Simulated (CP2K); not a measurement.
**Ge: single point with PBE**

**The experiment to reproduce.**

From “Temperature-dependent photoluminescence in Ge: experiment and theory”, 2020, arxiv:2003.00143, for a bulk crystal of Ge at 0 K: band gap 0.744 eV (indirect).

The system is Ge.

```
Ge
1.0
     4.00068    0.00000    0.00000
     2.00034    3.46469    0.00000
     2.00034    1.15490    3.26654
Ge
2
Direct
  0.75000 0.75000 0.75000
  0.50000 0.50000 0.50000
```

| Property | Result |
| --- | --- |
| Program | CP2K 2026.2 |
| Task | single point |
| Functional | PBE |
| Potentials or basis | POTENTIAL_UZH Ge GTH-PBE-q4; TZVP-MOLOPT-PBE-GTH basis |
| Density cutoff | 6123 eV |
| k mesh | 8 × 8 × 8 |
| Occupations | gaussian, width 0.027 eV |
| Spin | no spin polarisation |
| SCF solver | diagonalisation with k points |
| Quickstep method | GPW |
| EPS_DEFAULT | 1.0E-10 |
| EPS_SCF | 1.0E-6 |
| MAX_SCF | 100 |
| SCF_GUESS | ATOMIC |
| k points reduced by the point group | yes |
| Mesh centred on Gamma | yes |
| CHOLESKY | OFF |
| EPS_EIGVAL | 1.0E-7 |
| MIXING METHOD | BROYDEN_MIXING |
| MIXING ALPHA | 0.4 |
| NBUFFER | 8 |
| NGRIDS | 5 |
| Basis sets | Ge TZVP-MOLOPT-PBE-GTH-q4 |
| Potentials | Ge GTH-PBE-q4 of POTENTIAL_UZH |
| ADDED_MOS | [10] |
| REL_CUTOFF (Ry) | 60 Ry |
| MIXING BETA (1/bohr) | 1.5 1/bohr |
| CUTOFF of the grids | 450 Ry |

```
Pressure               : 3.9 GPa
Band gap on the k mesh : 0.04 eV, direct
```

Levels at points of the mesh, in eV from the valence-band top:
```
           k point  band 2  band 3  band 4  band 5  band 6  band 7
(0.00, 0.00, 0.00)    0.00    0.00    0.00    0.04    2.60    2.60
(0.00, 0.00, 0.50)   -7.61   -1.39   -1.39    0.18    3.81    3.81
(0.00, 0.50, 0.50)   -8.90   -3.06   -3.06    0.73    0.73    9.80
```

Wall time 10 s on 1 thread of Arm Neoverse V2, with other jobs on the host, peak memory 0.26 GiB.

Measured gap of Ge: 0.744 eV (indirect; 0 K; “Temperature-dependent photoluminescence in Ge: experiment and theory”, 2020, arxiv:2003.00143). This calculation gives 0.04 eV (-0.71 eV). 3 values of this kind are on record (0.666 to 0.807 eV); this one was drawn at random among those near their median. Spin-orbit coupling on Ge is left out. The value is that of PBE in an atomic basis (POTENTIAL_UZH Ge GTH-PBE-q4; TZVP-MOLOPT-PBE-GTH basis), whose error adds to the functional's, on a finite k mesh, which can miss the band edges, without temperature or zero-point motion. Semilocal functionals fall short of measured gaps as a rule.

Caveat: the basis of atomic orbitals isn't converged, which shifts pressures, moduli and gaps.
